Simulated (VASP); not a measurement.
# Ca (Immm) in VASP: a series of runs

Runs on Ca. Level: PBE. Tasks: single point.

All numbers are computed with VASP 6.6.1; they aren't measurements. Logs are shortened: lines on timing, memory, paths and dates and some standing lists are left out, and cuts for length are marked.

### 1 The structure

It takes space group Immm (No. 71, orthorhombic). Conventional cell: a = 4.193 Å, b = 4.203 Å, c = 4.891 Å, α = 90.00°, β = 90.00°, γ = 90.00°. Ca (site symmetry mmm) is surrounded by 12 Ca at 3.85 to 4.20 Å.

This isn't the form of Ca at room conditions, which is fcc.

### 2 Single point, PBE

The input, INCAR:

```
PREC     = Accurate       # precision mode
ENCUT    = 400            # plane-wave cutoff, eV
EDIFF    = 1E-6           # SCF threshold, eV
ISMEAR   = 1              # smearing method
SIGMA    = 0.1            # smearing width, eV
LREAL    = False          # projectors in reciprocal space
LASPH    = True           # aspherical terms in the spheres
NELM     = 100            # most SCF steps
ALGO     = Normal         # electronic algorithm
ISIF     = 2              # what is computed and relaxed
LWAVE    = False          # write WAVECAR
LCHARG   = False          # write CHGCAR
GGA      = PE             # functional
ADDGRID  = True
```

The input, KPOINTS:

```
Automatic mesh
0
Gamma
  12 12 12
```

The input, POSCAR:

```
Ca
1.0
   -2.1296130000      2.1366080000      2.5183870000
    2.0452440000     -2.1127450000      2.4255450000
    2.0940060000      2.0772270000     -2.4978770000
Ca
1
Direct
    0.5036690000      0.4760610000     -0.0172770000
```

Potentials or basis: VASP PAW PBE potentials, release 64 (Ca_pv).

Command:

```sh
cat potpaw_PBE.64/Ca_pv/POTCAR > POTCAR
mpirun -np 1 vasp_std > vasp.out
```

OUTCAR:

```text
PREC = Accurate
   ENCUT = 400
   EDIFF = 1E-6
   ISMEAR = 1
   LREAL = False
   LASPH = True
   NELM = 100
   ISIF = 2
   GGA = PE

 Found    868 irreducible k-points:

 Following reciprocal coordinates:
            Coordinates               Weight
  0.000000  0.000000  0.000000      1.000000
  0.083333  0.000000  0.000000      2.000000
  0.166667 -0.000000  0.000000      2.000000
  0.250000 -0.000000  0.000000      2.000000
  0.333333 -0.000000  0.000000      2.000000
  0.416667  0.000000  0.000000      2.000000
   k-points           NKPTS =    868   k-points in BZ     NKDIM =    868   number of bands    NBANDS=      8
   number of dos      NEDOS =    301   number of ions     NIONS =      1
   total plane-waves  NPLWV =  21952
   dimension x,y,z NGX =    28 NGY =   28 NGZ =   28
   dimension x,y,z NGXF=    56 NGYF=   56 NGZF=   56
   ions per type =               1
   NGX,Y,Z   is equivalent  to a cutoff of  11.85, 12.21, 12.04 a.u.
   NGXF,Y,Z  is equivalent  to a cutoff of  23.69, 24.42, 24.09 a.u.
 SYSTEM =  unknown system
   PREC   = accura    normal or accurate (medium, high low for compatibility)
   ISTART =      0    job   : 0-new  1-cont  2-samecut
   ICHARG =      2    charge: 1-file 2-atom 10-const
   ISPIN  =      1    spin polarized calculation?
   LNONCOLLINEAR =      F non collinear calculations
   LSORBIT =      F    spin-orbit coupling
   LASPH  =      T    aspherical Exc in radial PAW
   ENCUT  =  400.0 eV  29.40 Ry    5.42 a.u.   6.41  6.22  6.30*2*pi/ulx,y,z
   NELM   =    100;   NELMIN=  2; NELMDL= -5     # of ELM steps
   EDIFF  = 0.1E-05   stopping-criterion for ELM
   LREAL  =      F    real-space projection
[... 7 lines left out ...]
   TEBEG  =    0.0;   TEEND  =   0.0 temperature during run
   PSTRESS=    0.0 pullay stress
   NELECT =       8.0000    total number of electrons
   NUPDOWN=      -1.0000    fix difference up-down
   EMIN   =  10.00;   EMAX   =-10.00  energy-range for DOS
   EFERMI =   0.00;   METHOD = LEGACY
   ISMEAR =     1;   SIGMA  =   0.10  broadening in eV -4-tet -1-fermi 0-gaus
   EFERMI_NEDOS =   21; number of points for ismear=-14 and -15
   IALGO  =     38    algorithm
   IMIX   =      4    mixing-type and parameters
     AMIX     =   0.40;   BMIX     =  1.00
     AMIX_MAG =   1.60;   BMIX_MAG =  1.00
  volume/ion in A,a.u.               =      43.10       290.85
  Fermi-wavevector in a.u.,A,eV,Ry     =   0.933859  1.764737 11.865531  0.872092
  Thomas-Fermi vector in A             =   2.060604
   LORBIT       =      0    0 simple, 1 ext, 2 COOP (PROOUT), +10 PAW based schemes
   GGA     = PE    functional components
   LHFCALC =     F    Hartree Fock is set to
   AEXX    =    0.0000 exact exchange contribution
   IVDW    =     0    specifies the selected vdW correction
   LEPSILON=     F    determine dielectric tensor
   LRPA    =     F    only Hartree local field effects (RPA)
 non-spin polarized calculation
 Methfessel and Paxton  Order N= 1 SIGMA  =   0.10
  energy-cutoff  :      400.00
  volume of cell :       43.10
 maximum number of plane-waves:       795
 NGX is ok and might be reduce to    28

 number of electron       8.0000000 magnetization

 Free energy of the ion-electron system (eV)
  ---------------------------------------------------
  ext. energy  EPLUGINS =         0.00000000
  ---------------------------------------------------
  free energy    TOTEN  =        -1.90586806 eV

  energy without entropy =       -1.90520542  energy(sigma->0) =       -1.90564718

 E-fermi :   2.1373     XC(G=0):  -7.6331

 val. band max:        2.1352326092   @ k =   0.3333   0.2500   0.0833
 cond. band min:       2.1373685560   @ k =   0.0833   0.3333   0.2500
 fundamental gap:      0.0021359468
 Fermi energy:         2.1372878226

 k-point     1 :       0.0000    0.0000    0.0000
  band No.  band energies     occupation
      1     -20.8691      2.00000
      2     -20.8631      2.00000
      3     -20.8518      2.00000
      4      -1.8717      2.00000
      5       4.2175      0.00000
      6       4.3441      0.00000
      7       4.9495      0.00000
      8       4.9789      0.00000

 k-point     2 :       0.0833    0.0000    0.0000
  band No.  band energies     occupation
      1     -20.8720      2.00000
      2     -20.8682      2.00000
      3     -20.8547      2.00000
      4      -1.7561      2.00000
      5       4.1718      0.00000
      6       4.3562      0.00000
      7       4.9355      0.00000
      8       4.9583      0.00000

 k-point     3 :       0.1667   -0.0000    0.0000
  band No.  band energies     occupation
      1     -20.8924      2.00000
      2     -20.8755      2.00000
      3     -20.8569      2.00000
      4      -1.4165      2.00000
      5       3.9476     -0.00000
      6       4.3315      0.00000
      7       4.9154      0.00000
      8       5.0599      0.00000

 k-point     4 :       0.2500   -0.0000    0.0000
  band No.  band energies     occupation
      1     -20.9244      2.00000
      2     -20.8831      2.00000
      3     -20.8578      2.00000
      4      -0.8763      2.00000
      5       3.5251     -0.00000
      6       4.2053      0.00000
      7       4.9474      0.00000
      8       5.3580      0.00000

 k-point     5 :       0.3333   -0.0000    0.0000
  band No.  band energies     occupation
      1     -20.9566      2.00000
      2     -20.8905      2.00000
      3     -20.8584      2.00000
      4      -0.1785      2.00000
      5       2.9895     -0.00000
      6       4.0498     -0.00000
      7       4.9380      0.00000
      8       5.6758      0.00000

 k-point     6 :       0.4167    0.0000    0.0000
  band No.  band energies     occupation
      1     -20.9801      2.00000
      2     -20.8960      2.00000
      3     -20.8587      2.00000
      4       0.5962      2.00000
      5       2.3801     -0.00317
      6       3.9340     -0.00000
      7       4.8849      0.00000
      8       5.7984      0.00000

 [... further k-points ...]
[... 5 lines left out ...]
  --------------------------------------------------------------------------------------
  -------------------------------------------------------------------------------------
  Total       -0.1304648     -0.1623334     -0.0395625      0.0422176     -0.0300826      0.0982920
  in kB       -4.8499023     -6.0345833     -1.4706973      1.5693989     -1.1182905      3.6539083
  external PRESSURE =      -4.1183943 kB  Pullay stress =       0.0000000 kB

 VOLUME and BASIS-vectors are now :
 -----------------------------------------------------------------------------
  energy-cutoff  :      400.00
  volume of cell :       43.10
      direct lattice vectors                 reciprocal lattice vectors
    -2.129613000  2.136608000  2.518387000     0.005544617  0.236380961  0.201221828
     2.045244000 -2.112745000  2.425545000     0.245206417  0.001067158  0.206447491
     2.094006000  2.077227000 -2.497877000     0.243696023  0.239358134  0.003003396

 POSITION                                       TOTAL-FORCE (eV/Angst)
 -----------------------------------------------------------------------------------
      1.95887      2.11169     -0.03158         0.000000      0.000000     -0.000000
 -----------------------------------------------------------------------------------
    total drift:                               -0.000000      0.000000      0.000000

  FREE ENERGIE OF THE ION-ELECTRON SYSTEM (eV)
  ---------------------------------------------------
  free  energy   TOTEN  =        -1.9058680580 eV

  energy  without entropy=       -1.9052054231  energy(sigma->0) =       -1.90564718
```

It took 94 s on 1 thread of Intel Xeon Platinum 8488C (Sapphire Rapids), shared host; peak memory 0.44 GiB.

These settings aren't checked as converged: the numbers below hold their error.

Results:

| Item | Value |
| --- | --- |
| Free energy | -1.9059 eV |
| Pressure | -0.4 GPa |
| Band gap on the k mesh | none (metal or under the smearing width) |

### 3 Single point, PBE

This run uses another cell than the first one, of the same volume but with other edges.

INCAR: that of step 2 with these lines changed.

```diff
@@ -6,3 +6,3 @@
 LREAL    = False          # projectors in reciprocal space
-LASPH    = True           # aspherical terms in the spheres
+LASPH    = False          # aspherical terms in the spheres
 NELM     = 100            # most SCF steps
@@ -13,2 +13,2 @@
 GGA      = PE             # functional
-ADDGRID  = True
+ADDGRID  = False
```

KPOINTS is that of step 2.

The input, POSCAR:

```
Ca
1.0
   -2.0964874600      2.1017318100      2.4453524600
    2.0964874600     -2.1017318100      2.4453524600
    2.0964874600      2.1017318100     -2.4453524600
Ca
1
Direct
    0.5000000000      0.5000000000      0.0000000000
```

Potentials or basis: VASP PAW PBE potentials, release 64 (Ca_pv).

Command:

```sh
cat potpaw_PBE.64/Ca_pv/POTCAR > POTCAR
mpirun -np 1 vasp_std > vasp.out
```

Wall time 31 s (1 thread of Intel Xeon Platinum 8488C (Sapphire Rapids), shared host); peak memory 0.2 GiB.

The run converged, but some of its settings lie outside the range that counts as converged, so its numbers aren't taken as properties of the crystal.

Results:

| Property | Result |
| --- | --- |
| Free energy | -1.9069 eV |
| Pressure | -0.4 GPa |
| Band gap on the k mesh | none (metal or under the smearing width) |

### 4 Single point, PBE

INCAR is that of step 3.

KPOINTS is that of step 3.

The input, POSCAR:

```
Ca
1.0
   -2.1296130000      2.1366080000      2.5183870000
    2.0452440000     -2.1127450000      2.4255450000
    2.0940060000      2.0772270000     -2.4978770000
Ca
1
Direct
    0.5036690000      0.4760610000     -0.0172770000
```

Command:

```sh
cat potpaw_PBE.64/Ca_pv/POTCAR > POTCAR
mpirun -np 1 vasp_std > vasp.out
```

Wall time 1.7 min (1 thread of Intel Xeon Platinum 8488C (Sapphire Rapids), shared host); peak memory 0.34 GiB.

The run converged, but some of its settings lie outside the range that counts as converged, so its numbers aren't taken as properties of the crystal.

Results:

| Property | Result |
| --- | --- |
| Free energy | -1.9059 eV |
| Pressure | -0.4 GPa |
| Band gap on the k mesh | none (metal or under the smearing width) |

### 5 Single point, PBE

This run uses another cell than the first one, of the same volume but with other edges.

The input, INCAR:

```
PREC     = Normal         # precision mode
ENCUT    = 400            # plane-wave cutoff, eV
EDIFF    = 1E-4           # SCF threshold, eV
ISMEAR   = 1              # smearing method
SIGMA    = 0.1            # smearing width, eV
LREAL    = Auto         
LASPH    = True           # aspherical terms in the spheres
NELM     = 100            # most SCF steps
ALGO     = Normal         # electronic algorithm
ISIF     = 2              # what is computed and relaxed
LWAVE    = False          # write WAVECAR
LCHARG   = False          # write CHGCAR
GGA      = PE             # functional
ADDGRID  = False
```

KPOINTS is that of step 4.

The input, POSCAR:

```
Ca
1.0
   -2.0964874600      2.1017318100      2.4453524600
    2.0964874600     -2.1017318100      2.4453524600
    2.0964874600      2.1017318100     -2.4453524600
Ca
1
Direct
    0.5000000000      0.5000000000      0.0000000000
```

Potentials or basis: VASP PAW PBE potentials, release 64 (Ca_pv).

Command:

```sh
cat potpaw_PBE.64/Ca_pv/POTCAR > POTCAR
mpirun -np 1 vasp_std > vasp.out
```

OUTCAR:

```text
PREC = Normal
   ENCUT = 400
   EDIFF = 1E-4
   ISMEAR = 1
   LREAL = Auto
   LASPH = True
   NELM = 100
   ISIF = 2
   GGA = PE

 Found    280 irreducible k-points:

 Following reciprocal coordinates:
            Coordinates               Weight
  0.000000  0.000000  0.000000      1.000000
  0.083333  0.000000 -0.000000      4.000000
  0.166667  0.000000  0.000000      4.000000
  0.250000 -0.000000  0.000000      4.000000
  0.333333  0.000000  0.000000      4.000000
  0.416667  0.000000  0.000000      4.000000
   k-points           NKPTS =    280   k-points in BZ     NKDIM =    280   number of bands    NBANDS=      8
   number of dos      NEDOS =    301   number of ions     NIONS =      1
   total plane-waves  NPLWV =   8000
[... 134 lines left out ...]
      7       4.9341      0.00000
      8       5.7966      0.00000

 [... further k-points ...]
[... 5 lines left out ...]
  --------------------------------------------------------------------------------------
  -------------------------------------------------------------------------------------
  Total       -0.0807297     -0.0861267      0.0327509      0.0000000      0.0000000      0.0000000
  in kB       -3.0010476     -3.2016768      1.2174831      0.0000000      0.0000000      0.0000000
  external PRESSURE =      -1.6617471 kB  Pullay stress =       0.0000000 kB

 VOLUME and BASIS-vectors are now :
 -----------------------------------------------------------------------------
  energy-cutoff  :      400.00
  volume of cell :       43.10
      direct lattice vectors                 reciprocal lattice vectors
    -2.096487460  2.101731810  2.445352460     0.000000000  0.237899050  0.204469502
     2.096487460 -2.101731810  2.445352460     0.238494153  0.000000000  0.204469502
     2.096487460  2.101731810 -2.445352460     0.238494153  0.237899050  0.000000000

 POSITION                                       TOTAL-FORCE (eV/Angst)
 -----------------------------------------------------------------------------------
      0.00000      0.00000      2.44535         0.000000      0.000000     -0.000000
 -----------------------------------------------------------------------------------
    total drift:                               -0.000000     -0.000000      0.000000

  FREE ENERGIE OF THE ION-ELECTRON SYSTEM (eV)
  ---------------------------------------------------
  free  energy   TOTEN  =        -1.9069524655 eV

  energy  without entropy=       -1.9055032550  energy(sigma->0) =       -1.90646940
```

stdout:

```text
POSCAR found type information on POSCAR Ca
 POSCAR found :  1 types and       1 ions
 scaLAPACK will be used
 -----------------------------------------------------------------------------
|                                                                             |
|                                                                             |
|     You have a (more or less) 'small supercell' and for smaller cells       |
|     it is recommended to use the reciprocal-space projection scheme!        |
|     The real-space optimization is not efficient for small cells and it     |
|     is also less accurate ...                                               |
|     Therefore, set LREAL=.FALSE. in the INCAR file.                         |
|                                                                             |
 -----------------------------------------------------------------------------

 LDA part: xc-table for (Slater+PW92), standard interpolation
 POSCAR, INCAR and KPOINTS ok, starting setup
 FFT: planning ... GRIDC
 FFT: planning ... GRID_SOFT
 FFT: planning ... GRID
 WAVECAR not read
 entering main loop
```

Wall time 19 s (1 thread of Intel Xeon Platinum 8488C (Sapphire Rapids), shared host); peak memory 0.15 GiB.

These settings aren't checked as converged: the numbers below hold their error.

What came out:

```
Free energy            : -1.9070 eV
Pressure               : -0.2 GPa
Band gap on the k mesh : none (metal or under the smearing width)
```

### 6 The reference run

An earlier run on the cell as given: functional PBE; potentials or basis VASP PAW PBE potentials, release 64 (Ca_sv); cutoff 520 eV; k mesh 9 × 9 × 9; occupations fermi-dirac, width 0.05 eV; no spin polarisation.

* Pressure: -0.4 GPa
* Band gap on the k mesh: none (metal or under the smearing width)
